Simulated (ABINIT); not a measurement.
# BN (Qingsongite): a self-consistent loop beyond G0W0, cycle by cycle, part 3 of 3

How far does self-consistency move the gap of BN (Qingsongite)?

ABINIT 10.8.3; LDA and many-body steps on it, plane waves. Known limits of the many-body steps: not at the basis limit; coarse k mesh.

So far. Step 10 (evGW, cycle 1): Against G0W0 in ABINIT (6×6×6 mesh, 60 bands, screening to 244.9 eV, Godby-Needs plasmon pole), the gap moves by +0.581 eV. Step 13 (evGW, cycle 2): Against the cycle before, the gap moves by +0.038 eV.

## 14. Screening, 6×6×6 mesh, 60 bands, screening to 244.9 eV

This step: RPA screening on LDA, plane waves, norm-conserving pseudopotentials.

run.abi

```
acell 3*1.0 Angstrom
rprim 
  -0.000000000000 1.807500000000 1.807500000000
  1.807500000000 0.000000000000 1.807500000000
  1.807500000000 1.807500000000 -0.000000000000
ntypat 2
znucl 5 7
natom 2
typat 1 2
xred 
  0.000000000000 0.000000000000 0.000000000000
  0.250000000000 0.250000000000 0.250000000000
pp_dirpath "pseudos"
pseudos "B.upf, N.upf"
ecut 36
ngkpt 6 6 6
nshiftk 1
shiftk 0 0 0
kptopt 1
chksymbreak 0
istwfk *1
occopt 1
irdwfk 1
optdriver 3
nband 60
ecuteps 9
inclvkb 2
awtr 1
symchi 1
gwcalctyp 10
mbpt_sciss 3.022 eV
nqptdm 1
qptdm 
  0 0 0
indata_prefix "in"
outdata_prefix "out"
tmpdata_prefix "tmp"
```

The run is started by

```sh
$ OMP_NUM_THREADS=1 mpirun -n 8 abinit run.abi > log
```

What it wrote:

```text
.Version 10.8.3 of ABINIT. v10.8.2 released Aug 2026.

 Symmetries : space group F-4 3 m (#216); Bravais cF (face-center cubic)
[... echo of the input left out ...]
== DATASET  1 ==================================================================
-   mpi_nproc: 8, omp_nthreads: 1 (-1 if OMP is not activated)

--- !DatasetInfo
iteration_state: {dtset: 1, }
dimensions: {natom: 2, nkpt: 16, mband: 60, nsppol: 1, nspinor: 1, nspden: 1, mpw: 869, }
cutoff_energies: {ecut:  36.0, pawecutdg:  -1.0, }
[...]
[... chi0 elements left out ...]
 For q-point:  0.000010 0.000020 0.000030
  dielectric constant =   3.8109
  dielectric constant without local fields =   4.0623

  Average fulfillment of the sum rule on Im[epsilon] for q-point    1 :     89.43  [%]
[... wings left out ...]
== END DATASET(S) ==============================================================
================================================================================

 -outvars: echo values of variables after computation  --------
           etotal      0.0000000000E+00
            nband          60
             nkpt          16
          spgroup         216
 [... the other variables as echoed above ...]

 Calculation completed.
```

Elapsed: 2.8 s, on 8 MPI ranks of Arm Neoverse N1, shared host; peak memory 0.1 GiB.

This step gave:

```yaml
eps_infinity_with_local_fields_on_this_mesh_along_the_program_s_q_direction: 3.811
the_same_without_local_fields: 4.062
plasma_frequency: 30.56 eV
plane_waves_in_the_screening_matrix: 113
```

This screening uses the functional's bands under a rigid shift, the mean opening of the cycle before.

## 15. Screening, 6×6×6 mesh, 60 bands, screening to 244.9 eV

This step: RPA screening on LDA from quasiparticle energies, plane waves, norm-conserving pseudopotentials.

run.abi: that of step 14 with these lines changed.

```diff
@@ -29,7 +29,21 @@
 symchi 1
+irdqps 1
 gwcalctyp 10
-mbpt_sciss 3.022 eV
-nqptdm 1
+nqptdm 15
 qptdm 
-  0 0 0
+  0.1666666667 0.0000000000 0.0000000000
+  0.3333333333 0.0000000000 0.0000000000
+  0.5000000000 0.0000000000 0.0000000000
+  0.1666666667 0.1666666667 0.0000000000
+  0.3333333333 0.1666666667 0.0000000000
+  0.5000000000 0.1666666667 0.0000000000
+  -0.3333333333 0.1666666667 0.0000000000
+  -0.1666666667 0.1666666667 0.0000000000
+  0.3333333333 0.3333333333 0.0000000000
+  0.5000000000 0.3333333333 0.0000000000
+  -0.3333333333 0.3333333333 0.0000000000
+  0.5000000000 0.5000000000 0.0000000000
+  0.5000000000 0.3333333333 0.1666666667
+  -0.3333333333 0.3333333333 0.1666666667
+  -0.3333333333 0.5000000000 0.1666666667
 indata_prefix "in"
```

mrgscr.stdin

```
2
merged
q0_SCR
out_SCR
1
```

The run is started by

```sh
$ OMP_NUM_THREADS=1 mpirun -n 8 abinit run.abi > log; mrgscr < mrgscr.stdin
```

What it wrote:

```text
.Version 10.8.3 of ABINIT. v10.8.2 released Aug 2026.

 Symmetries : space group F-4 3 m (#216); Bravais cF (face-center cubic)
[... echo of the input left out ...]
== DATASET  1 ==================================================================
-   mpi_nproc: 8, omp_nthreads: 1 (-1 if OMP is not activated)

--- !DatasetInfo
iteration_state: {dtset: 1, }
dimensions: {natom: 2, nkpt: 16, mband: 60, nsppol: 1, nspinor: 1, nspden: 1, mpw: 869, }
cutoff_energies: {ecut:  36.0, pawecutdg:  -1.0, }
[...]
q-point number  1        q = ( 0.166667, 0.000000, 0.000000) [r.l.u.]
--------------------------------------------------------------------------------
[... chi0 elements left out ...]
  Average fulfillment of the sum rule on Im[epsilon] for q-point    2 :    110.06  [%]

--------------------------------------------------------------------------------
  q-point number  2        q = ( 0.333333, 0.000000, 0.000000) [r.l.u.]
--------------------------------------------------------------------------------
[... chi0 elements left out ...]
  Average fulfillment of the sum rule on Im[epsilon] for q-point    3 :    101.54  [%]

 [... 13 further q-points ...]
```

The job ended after 10 s (8 MPI ranks; peak memory 0.7 GiB; 81 s of CPU time).

Numbers from this step:

| Property | Result |
| --- | --- |
| plasma frequency | 30.56 eV |
| plane waves in the screening matrix | 113 |

This screening reads the quasiparticle levels of the cycle before.

## 16. evGW, cycle 3

This step: evGW on LDA, plane waves, norm-conserving pseudopotentials.

run.abi: that of step 15 with these lines changed.

```diff
@@ -23,12 +23,10 @@
 irdwfk 1
-optdriver 3
+optdriver 4
 nband 60
-ecuteps 9
-inclvkb 2
-awtr 1
-symchi 1
-irdqps 1
 gwcalctyp 10
-nqptdm 15
-qptdm 
+ecutsigx 36
+symsigma 1
+nkptgw 16
+kptgw 
+  0.0000000000 0.0000000000 0.0000000000
   0.1666666667 0.0000000000 0.0000000000
@@ -48,2 +46,23 @@
   -0.3333333333 0.5000000000 0.1666666667
+bdgw 
+  1 8
+  1 8
+  1 8
+  1 8
+  1 8
+  1 8
+  1 8
+  1 8
+  1 8
+  1 8
+  1 8
+  1 8
+  1 8
+  1 8
+  1 8
+  1 8
+ecuteps 9
+irdscr 1
+ppmodel 1
+irdqps 1
 indata_prefix "in"
```

The run is started by

```sh
$ OMP_NUM_THREADS=1 mpirun -n 8 abinit run.abi > log
```

What it wrote:

```text
.Version 10.8.3 of ABINIT. v10.8.2 released Aug 2026.

 Symmetries : space group F-4 3 m (#216); Bravais cF (face-center cubic)
[... echo of the input left out ...]
== DATASET  1 ==================================================================
-   mpi_nproc: 8, omp_nthreads: 1 (-1 if OMP is not activated)

--- !DatasetInfo
iteration_state: {dtset: 1, }
dimensions: {natom: 2, nkpt: 16, mband: 60, nsppol: 1, nspinor: 1, nspden: 1, mpw: 869, }
cutoff_energies: {ecut:  36.0, pawecutdg:  -1.0, }
[...]
.  kptgw no:  3; Maximum DeltaE = (  -0.007   0.019) for band index:  1
[...]
.  kptgw no: 15; Maximum DeltaE = (   0.006  -0.000) for band index:  8
.  kptgw no: 16; Maximum DeltaE = (  -0.002   0.007) for band index:  1

== END DATASET(S) ==============================================================
================================================================================

 -outvars: echo values of variables after computation  --------
           etotal      0.0000000000E+00
            nband          60
             nkpt          16
          spgroup         216
 [... the other variables as echoed above ...]

 Calculation completed.
```

Wall time 94 s (8 MPI ranks); peak memory 0.97 GiB.

Numbers from this step:

```yaml
quasiparticle_gap_on_the_mesh: 6.815 eV
gap_of_the_density_functional_on_the_mesh: 4.420 eV
k_of_the_valence_top: 0, 0, 0
k_of_the_conduction_bottom: 0.5, 0.5, 0
least_direct_quasiparticle_gap_on_the_computed_points: 11.66 eV
```

Against the cycle before, the gap moves by +0.003 eV.

## 17. The runs together

Times are wall times on 8 MPI ranks of Arm Neoverse N1, shared host, good to a factor of about two. A run's time includes the screening step that it read.

| run | mesh | bands | screening cutoff (eV) | DFT gap (eV) | gap on the mesh (eV) | direct (eV) | ε∞ used | time |
| --- | --- | --- | --- | --- | --- | --- | --- | --- |
| G0W0 | 6×6×6 | 60 | 244.9 | 4.420 | 6.193 | 10.933 | 4.44 | 17 s |
| evGW0, cycle 1 | 6×6×6 | 60 | 244.9 | 4.420 | 6.535 | 11.366 | 4.44 | 1.7 min |
| evGW0, cycle 2 | 6×6×6 | 60 | 244.9 | 4.420 | 6.425 | 11.211 | 4.44 | 1.7 min |
| evGW0, cycle 3 | 6×6×6 | 60 | 244.9 | 4.420 | 6.428 | 11.218 | 4.44 | 1.7 min |
| evGW, cycle 1 | 6×6×6 | 60 | 244.9 | 4.420 | 6.774 | 11.612 | 3.89 | 1.8 min |
| evGW, cycle 2 | 6×6×6 | 60 | 244.9 | 4.420 | 6.812 | 11.656 | 3.82 | 1.8 min |
| evGW, cycle 3 | 6×6×6 | 60 | 244.9 | 4.420 | 6.815 | 11.660 | 3.81 | 1.8 min |

## 18. Outcome

| Property | Result |
| --- | --- |
| G0W0 | 6.193 eV |
| evGW0, cycle 1 | 6.535 eV |
| evGW0, cycle 2 | 6.425 eV |
| evGW0, cycle 3 | 6.428 eV |
| evGW, cycle 1 | 6.774 eV |
| evGW, cycle 2 | 6.812 eV |
| evGW, cycle 3 | 6.815 eV |
| known limits | not at the basis limit; coarse k mesh |

In words: Only the bands that the input lists are updated; the others, empty or deep, keep the functional's energies or take a rigid shift. The evGW loop starts from the last levels of evGW0, so its cycles and time come on top of those. evGW0 ends at 6.43 eV, +0.23 eV from G0W0, after 3 cycles that took 4.6 min beside the first screening; the last moved the gap by 0.003 eV. evGW ends at 6.81 eV, +0.62 eV from G0W0, after 3 cycles that took 5.3 min beside the first screening; the last moved the gap by 0.003 eV. The first cycle of evGW0 takes the full correction, without the factor Z, so it overshoots the one-shot value. Bands and cutoff are finite, so the gap is not at the basis limit. The miss can reach some tenths of an eV and take either sign; the mesh is an error of its own. The 6×6×6 mesh is coarse for this cell, which bears on the long-range parts of exchange and screening. In the updated screening the q = 0 part is built from Kohn-Sham bands under a rigid shift, the other q from the quasiparticle levels.

[Paths, hosts, dates, memory and timing lines, banners, echoed tables and standing remarks are left out of the program output.]

[Logs are printed without paths, hosts, clocks, repeated set-up lines and the standing remarks that a program may print on its own settings, such as how far it seeks lower states.]

[Runs of the session that timed out or met a known fault of the program may be left out.]

[Hosts, paths, dates, database ids (printed as entryN), source tags and the programs' standing remarks are cut or masked in the printed files.]

[G0W0 gaps are taken among the corrected bands and points alone; a level outside them can change the order at an edge.]

[Where Ansatz stands beside ABINIT at settings called matched, ABINIT's density can come from a denser mesh and the files from another edition; pairs whose starting gaps differed by over 0.03 eV were left out, so agreement reads better than it is.]
